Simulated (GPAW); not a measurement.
HgTe (Coloradoite):

```
Hg Te
1.0
     0.00000    3.21450    3.21450
     3.21450    0.00000    3.21450
     3.21450    3.21450    0.00000
Hg Te
1 1
Direct
  0.00000 0.00000 0.00000
  0.75000 0.75000 0.75000
```

```yaml
Program: GPAW 26.7.0
Task: relaxation of cell and atoms
Functional: PBE
Dispersion: D4
Potentials_or_basis: GPAW PAW data sets (gpaw-data 1.2.1)
Cutoff: 600 eV
Basis: pw
k_mesh: 7 × 7 × 7
Occupations: fermi-dirac, width 0.05 eV
Spin: no spin polarisation
```

At the start: pressure 2.4 GPa; volume 33.22 Å³/atom.

Question: Where does the relaxation end?

Answer: Over 13 steps the energy falls by 12.8 meV/atom and the volume is 34.99 Å³/atom (+5.3 %); space group F-43m (No. 216, to 0.05 Å).

Step by step:
```tsv
step	energy change (eV)	largest force (eV/Å)	pressure (GPa)	volume (Å³)
1	0.0000	0.0000	2.40	66.43
2	-0.0069	0.0000	2.02	66.93
3	-0.0168	0.0000	1.34	67.86
4	-0.0241	0.0000	0.53	69.10
5	-0.0252	0.0000	-0.28	70.48
6	-0.0252	0.0000	-0.27	70.46
7	-0.0253	0.0000	-0.26	70.43
8	-0.0253	0.0000	-0.23	70.38
9	-0.0254	0.0000	-0.20	70.32
10	-0.0255	0.0000	-0.16	70.25
11	-0.0256	0.0000	-0.11	70.17
12	-0.0256	0.0000	-0.06	70.08
13	-0.0256	0.0000	0.00	69.98
```

Final structure:
```
Hg Te
1.0
     0.00000    3.27078    3.27078
     3.27078    0.00000    3.27078
     3.27078    3.27078    0.00000
Hg Te
1 1
Cartesian
  0.0000 0.0000 0.0000
  4.9062 4.9062 4.9062
```

Caveat: later steps reuse the first step's grids; pairwise dispersion overbinds metals, which lowers pressure and volume.
